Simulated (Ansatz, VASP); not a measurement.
# Two plane-wave programs on BP

```
B P
1.0
     0.00000    2.25141    2.27415
     2.27415    0.00000    2.27415
     2.27415    2.25141    0.00000
B P
1 1
Direct
  0.00000 0.00000 0.00000
  0.75000 0.75000 0.75000
```

Change from the starting cell: strain -0.0100 x Voigt [0, 1, 0, 0, 0, 0], atoms carried along.

Alike in both runs: task single point; functional PBE; k mesh 10 × 10 × 10; occupations gaussian, width 0.05 eV; no spin polarisation.

```csv
,VASP,Ansatz
version,VASP 6.6.1,Ansatz 0.2.0
potentials or method,"VASP PAW PBE potentials, release 64 (B, P)","scalar-relativistic, plane waves, PAW"
plane-wave cutoff (eV),520,420
valence electrons in the cell,8,8
```

Ansatz gave:

| Quantity | Value |
| --- | --- |
| gap on the k mesh at the Fermi level (eV) | 1.09 |
| least direct gap on the mesh (eV) | 3.31 |
| pressure (GPa) | 1.7 |
| largest component of the traceless stress (GPa) | 1.77 |

Question: What did VASP give for the same quantities?

Answer: gap on the k mesh at the Fermi level (eV): 1.08; least direct gap on the mesh (eV): 3.30; pressure (GPa): 1.4; largest component of the traceless stress (GPa): 1.78.

A k mesh can miss the band edges.
